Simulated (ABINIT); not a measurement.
Runs of ABINIT 10.8.3 (patched build) on ZrS2. The cell holds a slab with vacuum, 6 atoms: a = 3.630 Å, b = 3.630 Å, c = 23.766 Å, α = 90.00°, β = 90.00°, γ = 120.00°. 

```csv
task,level,cell,optimiser (ionmov),force stop (Ha/bohr),gap on the mesh (eV),largest force (eV/Å),work function (eV)
single point,RPBE,as given,-,-,(b),0.37,-
relaxation of the atoms,PBE+D3(BJ),atoms relaxed,3,0.0005,0.97,0.03,-
work function,PBE,"cell taken from the last step of an earlier PBE relaxation by this program, which needn't have reached its minimum",-,-,0.97,0.08,(a)
work function,PBE,as given,-,-,1.00,0.19,5.87
```

Alike in all rows: potentials or basis JTH PAW PBE v2.0; no spin polarisation; k mesh 8 × 8 × 1; cutoff (eV) 544; smearing fermi-dirac 0.05 eV.

Question: Fill in the values left out.

Answer: (a) 5.89; (b) 1.05.

Caveats: the PAW data sets were made with another functional, which shifts forces and pressure a little (some runs).

A k mesh can miss the band edges, and the runs leave out spin-orbit coupling on Zr.
